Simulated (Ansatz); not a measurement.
## Cd under changes of volume

One of the cells (21.585 Å³/atom); the others are scaled copies at fixed shape and fractional positions:

```xyz
2
Lattice="2.9789 0.0000 0.0000 -1.4894 2.5798 0.0000 0.0000 0.0000 5.6177" Properties=species:S:1:pos:R:3 pbc="T T T"
Cd    1.4894    0.8599    4.2132
Cd    0.0000    1.7199    1.4044
```

```yaml
Program: Ansatz 0.2.0
Functional: LDA
Potentials_or_basis: Ansatz PAW
Cutoff: "420 eV (not typed: the program's choice for these potentials)"
k_mesh: 10 × 10 × 5
Occupations: fermi-dirac, width 0.05 eV
Spin: no spin polarisation
```

```tsv
volume (Å³/atom)	energy over the lowest point (meV/atom)	pressure (GPa)
20.290	0.00	-0.9
20.722	4.22	-2.2
21.154	11.87	-3.4
21.585	22.49	-4.4
22.017	35.66	-5.3
22.449	51.00	-6.1
22.880	?	?
```

Task: What does the run at 22.880 Å³/atom give?

Result: Energy over the lowest point 68.21 meV/atom; pressure -6.7 GPa.

Worked out: A Birch-Murnaghan fit of order 3 (a polynomial in V^(-2/3)) to the other rows has its minimum at 20.05 Å³/atom, just outside them, with B0 = V·E''(V) = 75 GPa and B' = 5.9 at fixed shape and positions, which overstates the stiffness. It gives 68.15 meV/atom at 22.880 Å³/atom, against the run's 68.21, and -dE/dV = -6.7 GPa, against -6.7.

Energies are extrapolated to zero smearing.

Caveats: the PAW data sets come from PBE, with cores solved anew for the run's functional, which leaves a small shift of forces and pressure.
